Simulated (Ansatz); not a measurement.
Al: the change of pressure and energy above lowest point with volume per atom

Equation of state of a cubic crystal from periodic Kohn-Sham density functional theory without spin; pressure corrected for the finite basis. The results are calculated, by Ansatz 0.2.0 development build.

Cell of the first row (space group Pm-3m, No. 221):
```
Al
1.0
      2.6666     0.0000     0.0000
      0.0000     2.6666     0.0000
      0.0000     0.0000     2.6666
Al
1
Direct
  0.00000 0.00000 0.00000
```

Settings of every row: formula Al; structure type simple cubic; functional PBE; spin treatment none; k mesh 20x20x20; occupation method fermi-dirac; occupation width 0.061225619 eV; wave cutoff 420 eV; datasets soft-1 PAW; density cutoff ratio 4.

Limits: a cubic model structure, not a phase known at ambient conditions; modest k-mesh, values are not fully converged in k.

| row | volume per atom (Å³) | pressure (GPa) | energy above lowest point (meV/atom) |
| --- | --- | --- | --- |
| 1 | 18.961 | 4.001 | 14.24 |
| 2 | 19.364 | ? | ? |
| 3 | 19.767 | 1.184 | 1.44 |
| 4 | 20.171 | -0.022 | 0 |
| 5 | 20.574 | -1.107 | 1.45 |
| 6 | 20.978 | -2.08 | 5.48 |
| 7 | 21.381 | -2.954 | 11.84 |

Question: what pressure and energy above lowest point should row 2 give?

Worked fit of pressure. Take u = (V_r/V)^(2/3) − 1 with V_r = 20.373 Å³ an atom, which is twice the finite (Eulerian) strain; such expansions in the strain, on which the Birch-Murnaghan equation of state is built, carry the rest volume and the bulk modulus. The shown rows have u = 0.04905, 0.02034, 0.00667, -0.00652, -0.01932, -0.03168. Least squares give pressure = −0.5806 + 82.147 × u + 229.4 × u² GPa; a straight line predicts inner rows, each left out in turn, worse (root mean square 0.15 against 0.0018 GPa). The rows lie off it by 0.000, -0.001, 0.000, -0.001, 0.002, -0.001. The pressure vanishes at u = 0.0069, or V = 20.16 Å³ an atom, and there the bulk modulus at fixed shape and fractions is B = −V dP/dV = (2/3)(1 + u) dP/du = 57.3 GPa. The withheld row has u = 0.03444, so the fit gives −0.5806 + 82.147 × (0.03444) + 229.4 × (0.03444)² = 2.521 GPa.

The calculation gave 2.519 GPa. The fit lies 0.002 GPa (0.029 % of the column's range) above it; its largest miss of a shown row is 0.002 GPa.

Worked fit of energy above lowest point. Take u = (V_r/V)^(2/3) − 1 with V_r = 20.373 Å³ an atom, which is twice the finite (Eulerian) strain; such expansions in the strain, on which the Birch-Murnaghan equation of state is built, carry the rest volume and the bulk modulus. The shown rows have u = 0.04905, 0.02034, 0.00667, -0.00652, -0.01932, -0.03168. Least squares give energy above lowest point = 0.386 − 110.53 × u + 7957.6 × u² + 1104 × u³ meV/atom; a parabola predicts inner rows, each left out in turn, worse (root mean square 0.023 against 0.0069 meV/atom). The rows lie off it by 0.00, 0.00, 0.00, 0.01, 0.00, 0.00. Its lowest point lies at u = 0.0069, or V = 20.16 Å³ an atom, and the curvature there gives the bulk modulus at fixed shape and fractions, B = (4/9)(1 + u)² E″(u)/V = 57.2 GPa. The withheld row has u = 0.03444, so the fit gives 0.386 − 110.53 × (0.03444) + 7957.6 × (0.03444)² + 1104 × (0.03444)³ = 6.06 meV/atom.

The calculation gave 6.07 meV/atom. The fit lies 0.01 meV/atom (0.07 % of the column's range) below it, one unit of the last digit.
